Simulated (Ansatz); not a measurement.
A series in volume per atom on CdS

All results are calculated (Ansatz 0.2.0). Periodic Kohn-Sham DFT of a crystal at fixed atoms; pressure and stress are positive in compression; the energy is the free energy less that of spherical unpolarised free atoms; site moments are those in the method's own spheres, positive along +z.

Cell of the first row (space group F-43m, No. 216):
```
CELL_PARAMETERS angstrom
0.00000 2.88290 2.88290
2.88290 0.00000 2.88290
2.88290 2.88290 0.00000
ATOMIC_POSITIONS crystal
Cd 0.00000 0.00000 0.00000
S 0.75000 0.75000 0.75000
```

Settings of every row: method frozen-core PAW; functional PBE; relativity scalar; k mesh 7x7x7; filling fermi-dirac; smearing width 0.02 eV; wave cutoff 420 eV; paw set soft_2.

Atom start moment: 0 on all atoms.

```
row  volume per atom (Å³)  pressure (GPa)
  1                 23.96           5.331
  2                25.234           1.764
  3                25.489               ?
  4                25.744            0.59
  5                27.018          -1.841
```

Question: what pressure should row 3 give?

Worked fit of pressure. Take u = (V_r/V)^(2/3) − 1 with V_r = 25.489 Å³ an atom, which is twice the finite (Eulerian) strain; such expansions in the strain, on which the Birch-Murnaghan equation of state is built, carry the rest volume and the bulk modulus. The shown rows have u = 0.0421, 0.00673, -0.00661, -0.03809. Least squares give pressure = 1.1604 + 88.412 × u + 252.78 × u² GPa; a straight line predicts inner rows, each left out in turn, worse (root mean square 0.27 against 0.006 GPa). The rows lie off it by 0.000, -0.003, 0.003, -0.001. The pressure vanishes at u = -0.0137, or V = 26.02 Å³ an atom, and there the bulk modulus at fixed shape and fractions is B = −V dP/dV = (2/3)(1 + u) dP/du = 53.6 GPa. The withheld row has u = 0, so the fit gives 1.1604 + 88.412 × (0) + 252.78 × (0)² = 1.160 GPa.

The calculation gave 1.16 GPa. The fit meets it to the printed digit.
